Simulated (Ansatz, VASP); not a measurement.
# One calculation of ZrB2, two programs

File INCAR:

```
  ALGO = Normal
  EDIFF = 1E-6
  ENCUT = 520
  ISIF = 2
  ISMEAR = -1
  LASPH = T
  LCHARG = F
  LREAL = F
  LWAVE = F
  NBANDS = 16
  NELM = 100
  PREC = Accurate
  SIGMA = 0.05
```

The input KPOINTS:

```
k-points
0
Gamma
  12 12 9
```

The input POSCAR:

```
ZrB2
1.0
    3.0700498307      0.0000000000      0.0000000000
   -1.5350249154      2.6587411443      0.0000000000
    0.0000000000      0.0000000000      3.5200000000
Zr B
1 2
Direct
    0.0000000000      0.0000000000      0.0000000000
    0.3333333333      0.6666666667      0.5000000000
    0.6666666667      0.3333333333      0.5000000000
```

Input for Ansatz:

```yaml
crystal:
  lattice:
    - [3.0700498307, 0.0, 0.0]
    - [-1.5350249154, 2.6587411443, 0.0]
    - [0.0, 0.0, 3.52]
  atoms:
    - { symbol: Zr, position: [0.0, 0.0, 0.0] }
    - { symbol: B, position: [0.3333333333, 0.6666666667, 0.5] }
    - { symbol: B, position: [0.6666666667, 0.3333333333, 0.5] }
kpoints:
  mp_grid: { grid: [12, 12, 9] }
  band_path:
    path:
      - [0.0, 0.0, 0.0]
      - [0.5, 0.0, 0.0]
      - [0.3333333333, 0.3333333333, 0.0]
      - [0.0, 0.0, 0.0]
      - [0.0, 0.0, 0.5]
      - [0.5, 0.0, 0.5]
      - [0.3333333333, 0.3333333333, 0.5]
      - [0.0, 0.0, 0.5]
      - [0.5, 0.0, 0.5]
    npoints: 5
scf:
  occupations: { method: fermi_dirac, width: 0.05 }
hamiltonian:
  xc: lda
  pseudopotentials: { kind: all_electron, lapw: { basis_error: 0.001 } }
output:
  forces: true
  stress: true
  eigenvalues: true
```

Change from the starting cell: equal xx and yy strain of -3 %.

Alike in both runs: task single point; functional LDA; k mesh 12 × 12 × 9; occupations fermi-dirac, width 0.05 eV; no spin polarisation.

|  | VASP | Ansatz |
| --- | --- | --- |
| version | VASP 6.6.1 | Ansatz 0.2.0 |
| potentials or method | VASP PAW LDA potentials, release 64 (Zr_sv, B) | all-electron LAPW, scalar-relativistic |
| plane-wave cutoff (eV) | 520 | see its input |

```tsv
	VASP	Ansatz	Ansatz less VASP
pressure (GPa)	9.7	9.2	-0.55
largest component of the traceless stress (GPa)	7.74	7.75	+0.011
```

Ansatz ran all-electron here, so the differences hold the error of VASP's frozen core and of both bases.
